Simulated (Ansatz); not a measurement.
## XPS core lines in SiO2

Cell: a structure deposited in the COD whose atoms were relaxed with PBE, the cell held, repeated to a supercell; a hole's nearest image is 7.0 Å away.

Space group P4_12_12 (No. 92); a = 4.9820, c = 6.9630 Å.

| site | Wyckoff | site symmetry | x | y | z |
| --- | --- | --- | --- | --- | --- |
| Si1 | 4a | ..2 | 0.3039 | 0.3039 | 0.0000 |
| O9 | 8b | 1 | 0.2373 | 0.1140 | 0.1837 |

One atom of each set is listed; the run and its k-mesh use a cell of 24 atoms with edges of 8.56, 8.56, 7.05 Å.

All values are calculated (Ansatz; DFT, PBE, plane waves and PAW, scalar-relativistic, 420 eV cutoff, Γ-centred 3×3×3 k-points, fixed occupations), not measured.

Each value is a total-energy difference between the cell with one core hole and the ground state (ΔSCF), counted from the top of the valence band. The valence electrons get no spin in the cell with the hole, so they can't polarise against the unpaired core electron; that puts absolute values high, by some tenths of an eV and in some cases by about 1 eV. The periodic images are corrected with the calculated ε∞ = 2.31, 2.31, 2.30.

(1) Give the Si 2p, O 1s lines of each distinct site.

The program doubts some values: the potential far from the hole hasn't levelled off. Absolute PBE values can be off by an eV or more. Multiplets, satellites and widths aren't calculated.

Hardware: 1 thread of Arm Neoverse V2 (aarch64; 8 cores open to the job, memory cap 2.5 GiB, no GPU), a shared host with a load of 0.6 a core. Wall time 2.2 min, CPU time 2.2 min, peak memory 0.7 GiB.

Results:

(1) 

```csv
line,atom,first shell,E_B (eV),j = l + ½ / j = l − ½ (eV)
Si 2p,1,4 O at 1.63 Å,100.1,99.9 / 100.5
O 1s,9,"2 Si at 1.63 Å, angle 143°",529.0,–
```

For p, d and f shells E_B is the weighted mean of the two lines, whose splitting comes from the free atom's Dirac orbitals.
